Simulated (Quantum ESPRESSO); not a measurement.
Ta2C:

```
Ta C
1.0
     3.10590    0.00000    0.00000
    -1.55295    2.68979    0.00000
     0.00000    0.00000    4.94640
Ta C
2 1
Direct
  0.66667 0.33333 0.74799
  0.33333 0.66667 0.25201
  0.00000 0.00000 0.00000
```

Base run:

- Program: Quantum ESPRESSO 7.5
- Functional: LDA
- Potentials or basis: GBRV 1.5 LDA
- Cutoff: 762 eV
- Density cutoff: 6095 eV
- k mesh: 10 × 10 × 6
- Occupations: fermi-dirac, width 0.05 eV
- Spin: no spin polarisation

Its results: band gap on the k mesh none (metal or under the smearing width); pressure -8.1 GPa; largest force 0.102 eV/Å.

Question: The run is repeated on the same cell with these changes: functional from LDA to PBEsol; potentials or basis from GBRV 1.5 LDA to GBRV 1.5 PBEsol. What comes out?

Answer: Band gap on the k mesh none (metal or under the smearing width); pressure -3.1 GPa; largest force 0.027 eV/Å.

Caveats: spin-orbit coupling is left out, which moves the levels of the heavy elements (some runs).
